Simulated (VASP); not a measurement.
# Cu (Fm-3m) in VASP: a series of runs

The runs below take Cu through single point, with PBE.

Program: VASP 6.6.1. These are calculated values, not measurements. Logs are shortened: lines on timing, memory, paths and dates and some standing lists are left out, and cuts for length are marked.

**1. Starting point**

It takes space group Fm-3m (No. 225, cubic). Conventional cell: a = 3.635 Å, b = 3.635 Å, c = 3.635 Å, α = 90.00°, β = 90.00°, γ = 90.00°. Around Cu (site symmetry m-3m) lie 12 Cu at 2.57 Å.

**2. Single point, PBE**

INCAR reads:

```
ALGO     = Normal         # electronic algorithm
EDIFF    = 1E-7           # SCF threshold, eV
ENCUT    = 520            # plane-wave cutoff, eV
GGA      = PE             # functional
ISIF     = 2              # what is computed and relaxed
ISMEAR   = 0              # smearing method
LASPH    = True           # aspherical terms in the spheres
LCHARG   = False          # write CHGCAR
LREAL    = False          # projectors in reciprocal space
LWAVE    = False          # write WAVECAR
NBANDS   = 12             # bands
NELM     = 60             # most SCF steps
PREC     = Accurate       # precision mode
SIGMA    = 0.1            # smearing width, eV
```

KPOINTS reads:

```
k-points
0
Gamma
  20 20 20
```

POSCAR reads:

```
Cu                                      
1.0
    0.0000000000      1.8173201834      1.8173201834
    1.8173201834      0.0000000000      1.8173201834
    1.8173201834      1.8173201834     -0.0000000000
  Cu            
     1
Direct
     1.0000000000000000    1.0000000000000000    0.0000000000000000
```

Potentials or basis: VASP PAW PBE potentials, release 64 (Cu).

Command:

```sh
cat potpaw_PBE.64/Cu/POTCAR > POTCAR
mpirun -np 1 vasp_std > vasp.out
```

OUTCAR:

```text
EDIFF = 1E-7
   ENCUT = 520
   GGA = PE
   ISIF = 2
   ISMEAR = 0
   LASPH = True
   LREAL = False
   NELM = 60
   PREC = Accurate

 ion  position               nearest neighbor table
   1  0.000  0.000  0.000-

  LATTYP: Found a face centered cubic cell.
 ALAT       =     3.6346403668

  Lattice vectors:

 A1 = (   0.0000000000,   1.8173201834,   1.8173201834)
 A2 = (   1.8173201834,   0.0000000000,   1.8173201834)
 A3 = (   1.8173201834,   1.8173201834,   0.0000000000)

Analysis of symmetry for initial positions (statically):
=====================================================================
 Subroutine PRICEL returns:
 Original cell was already a primitive cell.

 Routine SETGRP: Setting up the symmetry group for a
 face centered cubic supercell.

 Subroutine GETGRP returns: Found 48 space group operations
 (whereof 48 operations were pure point group operations)
 out of a pool of 48 trial point group operations.

The static configuration has the point symmetry O_h .

Analysis of symmetry for dynamics (positions and initial velocities):
=====================================================================
 Subroutine PRICEL returns:
 Original cell was already a primitive cell.

 Routine SETGRP: Setting up the symmetry group for a
 face centered cubic supercell.

 Subroutine GETGRP returns: Found 48 space group operations
 (whereof 48 operations were pure point group operations)
 out of a pool of 48 trial point group operations.

The dynamic configuration has the point symmetry O_h .

 Subroutine INISYM returns: Found 48 space group operations
 (whereof 48 operations are pure point group operations),
 and found     1 'primitive' translations

----------------------------------------------------------------------------------------

                                     Primitive cell

  volume of cell :      12.0040

  direct lattice vectors                    reciprocal lattice vectors
     0.000000000  1.817320183  1.817320183    -0.275130384  0.275130384  0.275130384
     1.817320183  0.000000000  1.817320183     0.275130384 -0.275130384  0.275130384
     1.817320183  1.817320183  0.000000000     0.275130384  0.275130384 -0.275130384

  length of vectors
     2.570078851  2.570078851  2.570078851     0.476539804  0.476539804  0.476539804

  position of ions in fractional coordinates (direct lattice)
     0.000000000  0.000000000  0.000000000

  ion indices of the primitive-cell ions
   primitive index   ion index
                 1           1

----------------------------------------------------------------------------------------

 KPOINTS: k-points

Automatic generation of k-mesh.
 Grid dimensions read from file:
 generate k-points for:   20   20   20

 Generating k-lattice:

  Cartesian coordinates                     Fractional coordinates (reciprocal lattice)
    -0.013756519  0.013756519  0.013756519     0.050000000  0.000000000  0.000000000
     0.013756519 -0.013756519  0.013756519     0.000000000  0.050000000  0.000000000
     0.013756519  0.013756519 -0.013756519     0.000000000  0.000000000  0.050000000

  Length of vectors
     0.023826990  0.023826990  0.023826990

  Shift w.r.t. Gamma in fractional coordinates (k-lattice)
     0.000000000  0.000000000  0.000000000

 Subroutine IBZKPT returns following result:
 ===========================================

 Found    256 irreducible k-points:

 Following reciprocal coordinates:
            Coordinates               Weight
  0.000000  0.000000  0.000000      1.000000
  0.050000  0.000000  0.000000      8.000000
  0.100000  0.000000  0.000000      8.000000
  0.150000  0.000000  0.000000      8.000000
  0.200000  0.000000  0.000000      8.000000
  0.250000  0.000000  0.000000      8.000000
[... 16 lines left out ...]
 -0.400000  0.050000  0.000000     24.000000
 -0.350000  0.050000  0.000000     24.000000
 [... further k-points ...]
   k-points           NKPTS =    256   k-points in BZ     NKDIM =    256   number of bands    NBANDS=     12
   number of dos      NEDOS =    301   number of ions     NIONS =      1
   total plane-waves  NPLWV =   8000
   dimension x,y,z NGX =    20 NGY =   20 NGZ =   20
   dimension x,y,z NGXF=    40 NGYF=   40 NGZF=   40
   ions per type =               1
   NGX,Y,Z   is equivalent  to a cutoff of  12.94, 12.94, 12.94 a.u.
   NGXF,Y,Z  is equivalent  to a cutoff of  25.87, 25.87, 25.87 a.u.
 SYSTEM =  unknown system
   PREC   = accura    normal or accurate (medium, high low for compatibility)
   ISTART =      0    job   : 0-new  1-cont  2-samecut
   ICHARG =      2    charge: 1-file 2-atom 10-const
   ISPIN  =      1    spin polarized calculation?
   LNONCOLLINEAR =      F non collinear calculations
   LSORBIT =      F    spin-orbit coupling
   LASPH  =      T    aspherical Exc in radial PAW
   ENCUT  =  520.0 eV  38.22 Ry    6.18 a.u.   4.78  4.78  4.78*2*pi/ulx,y,z
   NELM   =     60;   NELMIN=  2; NELMDL= -5     # of ELM steps
   EDIFF  = 0.1E-06   stopping-criterion for ELM
   LREAL  =      F    real-space projection
   EDIFFG = 0.1E-05   stopping-criterion for IOM
   NSW    =      0    number of steps for IOM
   IBRION =     -1    ionic relax: 0-MD 1-quasi-New 2-CG
   NFREE  =      0    steps in history (QN), initial steepest desc. (CG)
   ISIF   =      2    stress and relaxation
   ISYM   =      2    0-nonsym 1-usesym 2-fastsym
   POTIM  = 0.5000    time-step for ionic-motion
   TEBEG  =    0.0;   TEEND  =   0.0 temperature during run
   PSTRESS=    0.0 pullay stress
   NELECT =      11.0000    total number of electrons
   NUPDOWN=      -1.0000    fix difference up-down
   EMIN   =  10.00;   EMAX   =-10.00  energy-range for DOS
   EFERMI =   0.00;   METHOD = LEGACY
   ISMEAR =     0;   SIGMA  =   0.10  broadening in eV -4-tet -1-fermi 0-gaus
   EFERMI_NEDOS =   21; number of points for ismear=-14 and -15
   IALGO  =     38    algorithm
   IMIX   =      4    mixing-type and parameters
     AMIX     =   0.40;   BMIX     =  1.00
     AMIX_MAG =   1.60;   BMIX_MAG =  1.00
  volume/ion in A,a.u.               =      12.00        81.01
  Fermi-wavevector in a.u.,A,eV,Ry     =   1.590124  3.004898 34.402246  2.528494
  Thomas-Fermi vector in A             =   2.688867
   LORBIT       =      0    0 simple, 1 ext, 2 COOP (PROOUT), +10 PAW based schemes
   GGA     = PE    functional components
   LHFCALC =     F    Hartree Fock is set to
   AEXX    =    0.0000 exact exchange contribution
   IVDW    =     0    specifies the selected vdW correction
   LEPSILON=     F    determine dielectric tensor
   LRPA    =     F    only Hartree local field effects (RPA)
 non-spin polarized calculation
 Gauss-broadening in eV      SIGMA  =   0.10
  energy-cutoff  :      520.00
  volume of cell :       12.00
 maximum number of plane-waves:       332
   NGX =  9   NGY =  9   NGZ =  9

 number of electron      10.9999996 magnetization

 Free energy of the ion-electron system (eV)
  ---------------------------------------------------
  ext. energy  EPLUGINS =         0.00000000
  ---------------------------------------------------
  free energy    TOTEN  =        -3.72950457 eV

  energy without entropy =       -3.72816489  energy(sigma->0) =       -3.72883473

 E-fermi :   7.3594     XC(G=0): -12.6315

 val. band max:        7.3389136298   @ k =   0.5000   0.2500   0.1000
 cond. band min:       7.4042985117   @ k =   0.5000   0.3500   0.1500
 fundamental gap:      0.0653848819
 Fermi energy:         7.3593617440

 k-point     1 :       0.0000    0.0000    0.0000
  band No.  band energies     occupation
      1      -1.8423      2.00000
      2       4.4098      2.00000
      3       4.4098      2.00000
      4       4.4098      2.00000
      5       5.2113      2.00000
      6       5.2113      2.00000
      7      29.8495      0.00000
      8      32.3680      0.00000
      9      32.3680      0.00000
     10      32.3680      0.00000
     11      34.8482      0.00000
     12      34.8483      0.00000

 k-point     2 :       0.0500    0.0000    0.0000
  band No.  band energies     occupation
      1      -1.7522      2.00000
      2       4.3908      2.00000
      3       4.4268      2.00000
      4       4.4268      2.00000
      5       5.2045      2.00000
      6       5.2045      2.00000
      7      29.3374      0.00000
      8      31.1644      0.00000
      9      32.0631      0.00000
     10      32.0631      0.00000
     11      35.2831      0.00000
     12      35.2831      0.00000

 k-point     3 :       0.1000    0.0000    0.0000
  band No.  band energies     occupation
      1      -1.4841      2.00000
      2       4.3383      2.00000
      3       4.4724      2.00000
      4       4.4724      2.00000
      5       5.1893      2.00000
      6       5.1893      2.00000
      7      27.2839      0.00000
      8      30.5543      0.00000
      9      31.4728      0.00000
     10      31.4728      0.00000
     11      36.2342      0.00000
     12      36.2342      0.00000
[... 286 lines left out ...]
 k-point    23 :      -0.4000    0.0500    0.0000
  band No.  band energies     occupation
      1       2.2877      2.00000
      2       4.3866      2.00000
      3       4.4316      2.00000
      4       5.1282      2.00000
      5       5.6451      2.00000
      6       6.1118      2.00000
      7      12.7334      0.00000
      8      27.0604      0.00000
      9      28.9861      0.00000
     10      29.5743      0.00000
     11      32.5318      0.00000
     12      33.8977      0.00000

 k-point    24 :      -0.3500    0.0500    0.0000
  band No.  band energies     occupation
      1       1.9386      2.00000
      2       4.4358      2.00000
      3       4.4746      2.00000
      4       4.6114      2.00000
      5       5.5194      2.00000
      6       5.7968      2.00000
      7      14.5717      0.00000
      8      26.9922      0.00000
      9      29.3921      0.00000
     10      30.2789      0.00000
     11      32.6195      0.00000
     12      34.3339      0.00000

 [... further k-points ...]

------------------------ aborting loop because EDIFF is reached ----------------------------------------

  FORCE on cell =-STRESS in cart. coord.  units (eV):
  Direction    XX          YY          ZZ          XY          YZ          ZX
  --------------------------------------------------------------------------------------
  -------------------------------------------------------------------------------------
  Total       -0.0018461     -0.0018461     -0.0018461     -0.0000000      0.0000000     -0.0000000
  in kB       -0.2463971     -0.2463971     -0.2463971     -0.0000000      0.0000000     -0.0000000
  external PRESSURE =      -0.2463971 kB  Pullay stress =       0.0000000 kB

 VOLUME and BASIS-vectors are now :
 -----------------------------------------------------------------------------
  energy-cutoff  :      520.00
  volume of cell :       12.00
      direct lattice vectors                 reciprocal lattice vectors
     0.000000000  1.817320183  1.817320183    -0.275130384  0.275130384  0.275130384
     1.817320183  0.000000000  1.817320183     0.275130384 -0.275130384  0.275130384
     1.817320183  1.817320183  0.000000000     0.275130384  0.275130384 -0.275130384

 POSITION                                       TOTAL-FORCE (eV/Angst)
 -----------------------------------------------------------------------------------
      0.00000      0.00000      0.00000        -0.000000     -0.000000     -0.000000
 -----------------------------------------------------------------------------------
    total drift:                                0.000000      0.000000      0.000000

  FREE ENERGIE OF THE ION-ELECTRON SYSTEM (eV)
  ---------------------------------------------------
  free  energy   TOTEN  =        -3.7295045725 eV

  energy  without entropy=       -3.7281648920  energy(sigma->0) =       -3.72883473
```

Wall time 20 s (1 thread of Intel Xeon 6975P-C (Granite Rapids), shared host); peak memory 0.15 GiB.

Results:

```yaml
Free_energy: -3.7295 eV
Pressure: 0.0 GPa
Band_gap_on_the_k_mesh: none (metal or under the smearing width)
```

**3. Single point, PBE (a relaxed cell with its volume scaled by 0.97)**

INCAR is that of step 2.

KPOINTS is that of step 2.

POSCAR reads:

```
Cu                                      
1.0
    0.0000000000      1.7989621588      1.7989621588
    1.7989621588      0.0000000000      1.7989621588
    1.7989621588      1.7989621588     -0.0000000000
  Cu            
     1
Direct
     1.0000000000000000    1.0000000000000000    0.0000000000000000
```

Potentials or basis: VASP PAW PBE potentials, release 64 (Cu).

Command:

```sh
cat potpaw_PBE.64/Cu/POTCAR > POTCAR
mpirun -np 1 vasp_std > vasp.out
```

Run time: 15 s. Hardware: 1 thread of Intel Xeon 6975P-C (Granite Rapids), shared host; peak memory 0.14 GiB.

It converged, with:

* Free energy: -3.7244 eV
* Pressure: 4.5 GPa
* Band gap on the k mesh: none (metal or under the smearing width)

Levels at points of the mesh, in eV from the Fermi level:
```
           k point  band 3  band 4  band 5  band 6  band 7  band 8  band 9  band 10
(0.00, 0.00, 0.00)   -3.04   -3.04   -2.20   -2.20   22.73   25.49   25.49    25.49
(0.50, 0.00, 0.00)   -3.08   -1.62   -1.62   -1.02    3.86   21.22   22.32    22.32
(0.50, 0.50, 0.00)   -1.64   -1.48   -1.48    1.51    7.24   13.22   13.22    17.75
```

[end of part 1 of 2]
